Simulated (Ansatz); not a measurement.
## Relaxation path: AlNi (WC type)

DFT, PBE, PAW with Ansatz's default frozen-core files, scalar-relativistic (Ansatz 0.2.0); a Γ-centred 15×15×13 k mesh, Fermi–Dirac smearing of 0.08 eV, no spin polarisation. The run relaxes shape and atoms at held volume.

Command: `ansatz run input.yaml --threads 1 --pin off --max-ram 2048MiB --backend cpu --events-out ev --progress --plain --runs-dir out` It took 22 s on 1 thread of Arm Neoverse V1, on a shared host, peak memory 0.35 GiB.

PAW: frozen-core files, cutoff 420 eV; forces are relaxed below 0.005 eV/Å.

Each step lists its free energy a cell above the last geometry, the pressure, the cell vectors (Å), and Cartesian positions (Å) with forces (eV/Å).

The first step:

```
step 1  dF = 32.87 meV  P = 97.7 GPa
  cell 2.4732 0.0000 0.0000  -1.2366 2.1419 0.0000  0.0000 0.0000 3.4220
  Ni 0.0000 0.0000 0.0000   0.0000 0.0000 0.0000
  Al 0.0000 1.4279 1.7110   0.0000 0.0000 0.0000
```

Spin polarisation is left out, though a magnetic state may lie lower.

Question: Where does the relaxation end, and by which steps?

Answer: After 4 geometries, with conventional a, b, c = 2.437, 2.437, 3.524 Å, at 9.064 Å³/atom and 96.0 GPa in space group P-6m2, with a shortest distance of 2.255 Å. The further steps:
```
step 2  dF = 10.52 meV  P = 96.9 GPa
  cell 2.4574 0.0000 0.0000  -1.2287 2.1281 0.0000  0.0000 0.0000 3.4663
  Ni 0.0000 0.0000 0.0000   0.0000 0.0000 0.0000
  Al 0.0000 1.4188 1.7331   0.0000 0.0000 0.0000
step 3  dF = 0.04 meV  P = 96.0 GPa
  cell 2.4362 0.0000 0.0000  -1.2181 2.1098 0.0000  0.0000 0.0000 3.5268
  Ni 0.0000 0.0000 0.0000   0.0000 0.0000 0.0000
  Al 0.0000 1.4065 1.7634   0.0000 0.0000 0.0000
step 4  dF = 0.00 meV  P = 96.0 GPa
  cell 2.4373 0.0000 0.0000  -1.2186 2.1108 0.0000  0.0000 0.0000 3.5236
  Ni 0.0000 0.0000 0.0000   0.0000 0.0000 0.0000
  Al 0.0000 1.4072 1.7618   0.0000 0.0000 0.0000
step 5  dF = -0.26 meV  P = 96.0 GPa  (same geometry on a basis chosen anew; earlier energies don't compare to the last digit)
  cell 2.4373 0.0000 0.0000  -1.2186 2.1108 0.0000  0.0000 0.0000 3.5236
  Ni 0.0000 0.0000 0.0000   0.0000 0.0000 0.0000
  Al 0.0000 1.4072 1.7618   0.0000 0.0000 0.0000
```
